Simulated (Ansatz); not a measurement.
**Self-consistent states of VN from different starts**

VN is taken as a test cell of our own (not relaxed), 2 atoms in the cell.

```xyz
2
Lattice="0.0000 2.0691 2.0691 2.0691 0.0000 2.0691 2.0691 2.0691 0.0000" Properties=species:S:1:pos:R:3 pbc="T T T"
V     0.0000    0.0000    0.0000
N     2.0691    2.0691    2.0691
```

Numbers behind element symbols give the atom's place in this list.

Level of theory: DFT, r2SCAN, PAW (an earlier, harder data set), plane waves, scalar-relativistic in Ansatz.

```
Plane-wave cutoff : 870 eV
k-point mesh      : 4×4×4 (shift 0.5 0.5 0.5)
Occupations       : Fermi–Dirac smearing, 0.1 eV
```

The total moment includes the space between the atomic spheres.

With one magnetic atom in the cell its copies can only be parallel; orders in a larger cell may lie lower.

The mesh is coarse, so energy differences (and at times their sign) aren't converged.

The default search lets the program follow hints of a lower state (another filling of open shells, a soft direction), where it sees any. With a search on, the program may also reshape the start on open shells. Ends within 0.2 meV/atom and 0.1 μB count as one state.

```tsv
start	iterations	final moments of V1 (μB)	total (μB)	F − F(lowest) (meV/atom)
default search for lower states [V1 2.00 μB]	16	1.11	1.38	0.0
default search for lower states [spin off]	8	0.00	0.00	4.5
```

The 2 converged runs end in 2 distinct states. The lowest is spin-polarised, site moments V1 1.11 μB, total 1.38 μB per cell; it was reached by the start “default search for lower states [V1 2.00 μB]”. Switching spin polarisation off costs 4.5 meV/atom. The search isn't exhaustive: larger magnetic cells and non-collinear orders weren't tried. States within about 5 meV/atom are too close for this mesh, smearing and search to settle their order.
